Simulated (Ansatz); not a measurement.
Runs of Ansatz 0.2.0 on ZrB2. The structure is hexagonal, space group P6/mmm (No. 191). The conventional cell has a = 3.170 Å, b = 3.170 Å, c = 3.533 Å, α = 90.00°, β = 90.00°, γ = 120.00°. Around Zr (site symmetry 6/mmm) lie 12 B at 2.54 Å. B (site symmetry -6m2) is surrounded by 3 B at 1.83 Å. 

```tsv
potentials or basis	cutoff (eV)	basis error allowed	pressure (GPa)
all-electron LAPW, non-relativistic	255	0.002 eV/atom	-2.8
all-electron LAPW, scalar-relativistic	255	0.002 eV/atom	-4.1
all-electron LAPW, inner shells corrected to Dirac's equation	255	0.002 eV/atom	(a)
all-electron PAW datasets made for the crystal	300	-	-4.1
```

Alike in all rows: task band structure; level PBEsol; no spin polarisation; cell as given; k mesh 10 × 10 × 8; smearing fermi-dirac 0.05 eV.

Estimate the missing entries.

(a) -4.0.

Caveats: relativity is left out, which matters for the heavier elements (some runs).

The runs don't all hold the same shells in valence.
